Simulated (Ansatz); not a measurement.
# Preparing La2O3 (P-3m1) as a host crystal

Before any defect goes in: La2O3 (P-3m1) at rest, and how it screens a charge.

Method: plane-wave PAW DFT, PBEsol; relaxation of the host's cell and atoms, in the first sound run; inputs show where later runs differ, in Ansatz 0.2.0.

Most raw output is cut from this account.

## 1. Starting point

The structure is trigonal, space group P-3m1 (No. 164). Conventional cell: a = 3.931 Å, b = 3.931 Å, c = 6.112 Å, α = 90.00°, β = 90.00°, γ = 120.00°. Nearest to La lie 7 O at 2.36 to 2.72 Å. O has 4 La at 2.36 to 2.44 Å nearest. Nearest to O lie 6 La at 2.72 Å. Farther neighbours and most contacts between anions are not listed.

## 2. Host cell relaxation

Lattice and positions are set free, within the symmetry that the program keeps.

Contents of cell/input.yaml:

```yaml
crystal:
  lattice:
    - [3.9307779, 0.0, 0.0]
    - [-1.9653889, 3.4041535, 0.0]
    - [0.0, 0.0, 6.1119535]
  atoms:
    - { symbol: La, position: [0.66666667, 0.33333333, 0.75376432] }
    - { symbol: La, position: [0.33333333, 0.66666667, 0.24623568] }
    - { symbol: O, position: [0.66666667, 0.33333333, 0.35410935] }
    - { symbol: O, position: [0.33333333, 0.66666667, 0.64589065] }
    - { symbol: O, position: [0.0, 0.0, 0.0] }
basis:
  ecutwfc: 420
  xc_grid: 2
hamiltonian:
  xc: pbesol
kpoints:
  mp_grid: { grid: [8, 8, 5] }
scf:
  occupations: { method: fixed }
  max_iter: 100
relax:
  f_tol: 0.005
  max_steps: 60
  cell: {}
output:
  forces: true
  stress: true
checkpoint:
  write: "../cell.run"
  compress: false
  write_wavefunctions: false
  write_every: 100000
```

On the command line:

```
$ ansatz run input.yaml --threads 2 --pin off --max-ram 3768MiB --backend cpu --events-out ev --progress --plain --runs-dir out
```

Elapsed: 37 s, on 2 threads of Arm Neoverse N1, shared host; peak memory 0.4 GiB; 72 s of CPU time.

The steps of the relaxation:

```tsv
step	energy less that of the first step (eV)	largest force component (eV/Å)	pressure (GPa)	volume (Å³)
1	0.0000	0.0932	-3.01	81.78
2	0.0266	0.3023	5.39	76.66
3	-0.0225	0.0240	-0.16	80.01
4	-0.0229	0.0123	0.01	79.90
5	-0.0230	0.0008	0.00	79.89
6	-0.0181	0.0009	-0.11	79.89
7	-0.0184	0.0015	0.00	79.82
8*	-0.0181	0.0015	0.00	79.82
```

Relaxation steps marked * repeat the geometry before them on a plane-wave basis chosen anew for their cell, so energy and pressure can jump there. The log counts 2 steps on a newly chosen plane-wave basis, not all of them marked here; energy and pressure can jump at such steps. Relaxation step 2 was tried and not accepted.

Forces are held to the 12 operations that the run works with; a distortion that breaks them can't arise in this run.

```tsv
conventional cell, symmetrised	before	after	change
a (Å)	3.931	3.906	-0.6 %
b (Å)	3.931	3.906	-0.6 %
c (Å)	6.112	6.041	-1.2 %
volume (Å³/atom)	16.36	15.96	-2.4 %
```

Final coordinates:

```xyz
5
Lattice="3.9059 0.0000 0.0000 -1.9529 3.3826 0.0000 0.0000 0.0000 6.0413" Properties=species:S:1:pos:R:3 pbc="T T T"
La    1.9529    1.1275    4.5588
La    0.0000    2.2550    1.4825
O     1.9529    1.1275    2.1388
O     0.0000    2.2550    3.9025
O     0.0000    0.0000    0.0000
```

Numbers from this step:

```
pressure : -0.001209 GPa
```

The relaxation ends with a largest force component of 0.0015 eV/Å and a pressure of 0.00 GPa.

## 3. Dielectric tensors of the host

The response to a uniform electric field gives the electronic dielectric tensor.

This step: plane-wave PAW DFPT, PBEsol; dielectric tensors, Born charges and zone-centre modes of the host (Ansatz 0.2.0).

Contents of eps/input.yaml:

```yaml
crystal:
  lattice:
    - [3.9058585936, -2.87e-08, 0.0]
    - [-1.952929272, 3.38257278, 0.0]
    - [0.0, 0.0, 6.0413409769]
  atoms:
    - { symbol: La, position: [0.6666666667, 0.3333333333, 0.7546024292] }
    - { symbol: La, position: [0.3333333333, 0.6666666667, 0.2453975708] }
    - { symbol: O, position: [0.6666666667, 0.3333333333, 0.3540286788] }
    - { symbol: O, position: [0.3333333333, 0.6666666667, 0.6459713212] }
    - { symbol: O, position: [0.0, 0.0, 0.0] }
basis:
  ecutwfc: 420
hamiltonian:
  xc: pbesol
kpoints:
  mp_grid: { grid: [7, 7, 4] }
scf:
  occupations: { method: fixed }
  max_iter: 100
phonons:
  method: dfpt
  dielectric: true
  rigid_motions: translations
```

Wall time 4.5 min (2 threads); peak memory 0.9 GiB; 8.8 min of CPU time.

Electronic dielectric tensor:

```
4.91 0.00 0.00
0.00 4.91 0.00
0.00 0.00 4.84
```

Static dielectric tensor:

```
26.37  0.00  0.00
 0.00 26.37  0.00
 0.00  0.00 27.13
```

The principal values of the electronic dielectric tensor are 4.84, 4.91 and 4.91. The principal values of the static dielectric tensor are 26.37, 26.37 and 27.13.

## 4. Defect free supercell on its symmetric sites

This cell, the one that will hold the defects, is built from the relaxed host. It is run at the k-points of the defect runs; forces that show here come from the change of settings, chiefly the coarser sampling.

This step: plane-wave PAW DFT, PBEsol; single point of the defect-free supercell (Ansatz 0.2.0).

System of this step: La2O3 (P-3m1). It takes space group P-3m1 (No. 164, trigonal). The conventional cell has a = 3.906 Å, b = 3.906 Å, c = 6.041 Å, α = 90.00°, β = 90.00°, γ = 120.00°. La has 7 O at 2.35 to 2.70 Å nearest. Nearest to O lie 4 La at 2.35 to 2.42 Å. Nearest to O lie 6 La at 2.70 Å. Farther neighbours and most contacts between anions are not listed.

Contents of pristine.point/input.yaml:

```yaml
crystal:
  lattice:
    - [7.8117171873, -5.74e-08, 0.0]
    - [-3.905858544, 6.76514556, 0.0]
    - [0.0, 0.0, 12.0826819538]
  atoms:
    - { symbol: La, position: [0.3333333334, 0.1666666666, 0.3773012146] }
    - { symbol: La, position: [0.1666666666, 0.3333333334, 0.1226987854] }
    - { symbol: O, position: [0.3333333334, 0.1666666666, 0.1770143394] }
    - { symbol: O, position: [0.1666666666, 0.3333333334, 0.3229856606] }
    - { symbol: O, position: [0.0, 0.0, 0.0] }
    - { symbol: La, position: [0.3333333334, 0.1666666666, 0.8773012146] }
    - { symbol: La, position: [0.1666666666, 0.3333333334, 0.6226987854] }
    - { symbol: O, position: [0.3333333334, 0.1666666666, 0.6770143394] }
    - { symbol: O, position: [0.1666666666, 0.3333333334, 0.8229856606] }
    - { symbol: O, position: [0.0, 0.0, 0.5] }
    - { symbol: La, position: [0.3333333334, 0.6666666666, 0.3773012146] }
    - { symbol: La, position: [0.1666666666, 0.8333333333, 0.1226987854] }
    - { symbol: O, position: [0.3333333334, 0.6666666666, 0.1770143394] }
    - { symbol: O, position: [0.1666666666, 0.8333333333, 0.3229856606] }
    - { symbol: O, position: [0.0, 0.5, 0.0] }
    - { symbol: La, position: [0.3333333334, 0.6666666666, 0.8773012146] }
    - { symbol: La, position: [0.1666666666, 0.8333333333, 0.6226987854] }
    - { symbol: O, position: [0.3333333334, 0.6666666666, 0.6770143394] }
    - { symbol: O, position: [0.1666666666, 0.8333333333, 0.8229856606] }
    - { symbol: O, position: [0.0, 0.5, 0.5] }
    - { symbol: La, position: [0.8333333333, 0.1666666666, 0.3773012146] }
    - { symbol: La, position: [0.6666666666, 0.3333333334, 0.1226987854] }
    - { symbol: O, position: [0.8333333333, 0.1666666666, 0.1770143394] }
    - { symbol: O, position: [0.6666666666, 0.3333333334, 0.3229856606] }
    - { symbol: O, position: [0.5, 0.0, 0.0] }
    - { symbol: La, position: [0.8333333333, 0.1666666666, 0.8773012146] }
    - { symbol: La, position: [0.6666666666, 0.3333333334, 0.6226987854] }
    - { symbol: O, position: [0.8333333333, 0.1666666666, 0.6770143394] }
    - { symbol: O, position: [0.6666666666, 0.3333333334, 0.8229856606] }
    - { symbol: O, position: [0.5, 0.0, 0.5] }
    - { symbol: La, position: [0.8333333333, 0.6666666666, 0.3773012146] }
    - { symbol: La, position: [0.6666666666, 0.8333333333, 0.1226987854] }
    - { symbol: O, position: [0.8333333333, 0.6666666666, 0.1770143394] }
    - { symbol: O, position: [0.6666666666, 0.8333333333, 0.3229856606] }
    - { symbol: O, position: [0.5, 0.5, 0.0] }
    - { symbol: La, position: [0.8333333333, 0.6666666666, 0.8773012146] }
    - { symbol: La, position: [0.6666666666, 0.8333333333, 0.6226987854] }
    - { symbol: O, position: [0.8333333333, 0.6666666666, 0.6770143394] }
    - { symbol: O, position: [0.6666666666, 0.8333333333, 0.8229856606] }
    - { symbol: O, position: [0.5, 0.5, 0.5] }
basis:
  ecutwfc: 420
  xc_grid: 2
hamiltonian:
  xc: pbesol
kpoints:
  mp_grid: { grid: [1, 1, 1], shift: [0.25, 0.25, 0.25] }
scf:
  occupations: { method: fermi_dirac, width: 0.01 }
  max_iter: 80
output:
  forces: true
checkpoint:
  write: "../pristine.point.run"
  compress: false
  write_wavefunctions: false
  write_every: 100000
```

Elapsed: 10 s, on 2 threads; peak memory 1.1 GiB; 19 s of CPU time.

Force (size) by element, in eV/Å:

```tsv
element	atoms	mean	spread (r.m.s.)	least	largest
La	16	0.162	0.000	0.162	0.162
O	24	0.117	0.083	0.000	0.176
```

The atoms with the largest values:

```tsv
atom	x, y, z (Å)	force (eV/Å)
O3	1.95, 1.13, 2.14	0.142, -0.084, -0.060
O9	0.00, 2.26, 9.94	-0.142, 0.084, 0.060
O14	-1.95, 5.64, 3.90	-0.142, 0.084, 0.060
O34	1.95, 5.64, 3.90	-0.142, 0.084, 0.060
O8	1.95, 1.13, 8.18	0.142, -0.084, -0.060
O13	0.00, 4.51, 2.14	0.142, -0.084, -0.060
O19	-1.95, 5.64, 9.94	-0.142, 0.084, 0.060
O4	0.00, 2.26, 3.90	-0.142, 0.084, 0.060
```

## 5. Defect free supercell relaxed from displaced atoms

This step: plane-wave PAW DFT, PBEsol; relaxation of the defect-free supercell from random displacements, a test of the host's stability (Ansatz 0.2.0).

pristine.rattled/input.yaml, as its differences from pristine.point/input.yaml of step 4:

```diff
@@ -58,4 +58,8 @@
   forces: true
+relax:
+  f_tol: 0.01
+  max_steps: 120
+  random_displacement: { amplitude: 0.08, seed: 2873 }
 checkpoint:
-  write: "../pristine.point.run"
+  write: "../pristine.rattled.run"
   compress: false
```

It took 4.3 min on 2 threads; peak memory 1.1 GiB.

Relaxation path:

```tsv
step	energy less that of the first step (eV)	largest force component (eV/Å)
1	0.0000	1.4604
2	0.0676	1.8412
3	-1.0812	0.1028
4	-1.0849	0.0666
5	-1.0937	0.0419
6	-1.0775	0.0889
7	-1.0945	0.0190
8	-1.0932	0.0418
9	-1.0948	0.0113
10	-1.0915	0.0538
11	-1.0949	0.0103
12	-1.0950	0.0073
```

Relaxation steps 2, 6, 8, 10 were tried and not accepted.

The atoms that moved most (Å, from the sites as typed, ahead of the random displacement, the mean shift of all atoms taken out):

```tsv
atom	dx	dy	dz	length
La31	0.015	-0.009	0.002	0.018
La17	-0.015	0.009	-0.002	0.017
La37	-0.015	0.009	-0.002	0.017
La11	0.015	-0.008	0.002	0.017
La1	0.015	-0.008	0.002	0.017
La27	-0.015	0.008	-0.002	0.017
La26	0.015	-0.008	0.001	0.017
La2	-0.015	0.008	-0.001	0.017
```

Final coordinates:

```xyz
40
Lattice="7.8117 0.0000 0.0000 -3.9059 6.7651 0.0000 0.0000 0.0000 12.0827" Properties=species:S:1:pos:R:3 pbc="T T T"
La    1.9784    1.1218    4.5505
La   -0.0045    2.2654    1.4717
O     1.9726    1.1238    2.1209
O     0.0004    2.2629    3.9000
O     0.0098    0.0011   -0.0100
La    1.9777    1.1217   10.5916
La   -0.0046    2.2646    7.5119
O     1.9731    1.1237    8.1631
O     0.0011    2.2628    9.9411
O     0.0103    0.0034    6.0328
La    0.0251    4.5037    4.5510
La   -1.9573    5.6473    1.4718
O     0.0199    4.5063    2.1229
O    -1.9525    5.6458    3.9009
O    -1.9426    3.3858   -0.0090
La    0.0250    4.5046   10.5910
La   -1.9576    5.6483    7.5119
O     0.0197    4.5062    8.1614
O    -1.9525    5.6458    9.9407
O    -1.9423    3.3832    6.0309
La    5.8839    1.1222    4.5508
La    3.9018    2.2651    1.4715
O     5.8781    1.1237    2.1217
O     3.9066    2.2628    3.8995
O     3.9168    0.0002   -0.0102
La    5.8838    1.1212   10.5912
La    3.9009    2.2650    7.5122
O     5.8787    1.1236    8.1629
O     3.9069    2.2630    9.9414
O     3.9152    0.0035    6.0312
La    3.9313    4.5035    4.5509
La    1.9486    5.6474    1.4719
O     3.9254    4.5061    2.1223
O     1.9540    5.6456    3.9017
O     1.9623    3.3864   -0.0107
La    3.9305    4.5045   10.5912
La    1.9484    5.6484    7.5116
O     3.9253    4.5061    8.1619
O     1.9537    5.6457    9.9400
O     1.9633    3.3826    6.0304
```

The relaxation ends 27 meV an atom lower than the displaced start, with a largest force component of 0.0073 eV/Å.

## 6. What came out

| Item | Value |
| --- | --- |
| primitive cell vectors, lengths | 3.906, 3.906, 6.041 Å |
| electronic dielectric constant | principal values (4.84, 4.91, 4.91) |
| static dielectric constant | principal values (26.37, 26.37, 27.13) |
| gap on the k-mesh of the response run (PBEsol) | 3.86 eV |
| symmetric supercell less the displaced and relaxed one | 0.040 eV |

Step 5: The energy fell by 1.095 eV from the randomly displaced start; against the sites as typed, La31 ends farthest off, by 0.02 Å, once the mean shift is taken out. The displaced cell ends a little lower than the symmetric single point, which was not relaxed at these k-points, and keeps its space group, so no other structure shows. The k-mesh can miss the band edges, so this gap is an upper bound at this level. All at zero temperature.

[Logs are printed without paths, hosts, clocks, repeated set-up lines and the standing remarks that a program may print on its own settings, such as how far it seeks lower states.]

[Hosts, paths, dates, database ids (printed as entryN), source tags and the programs' standing remarks are cut or masked in the printed files.]

[Runs of the host that timed out are not shown.]

[For some hosts the program warned that the k-mesh of the response run may be too coarse for force constants and the static dielectric constant; such warnings are not always shown.]
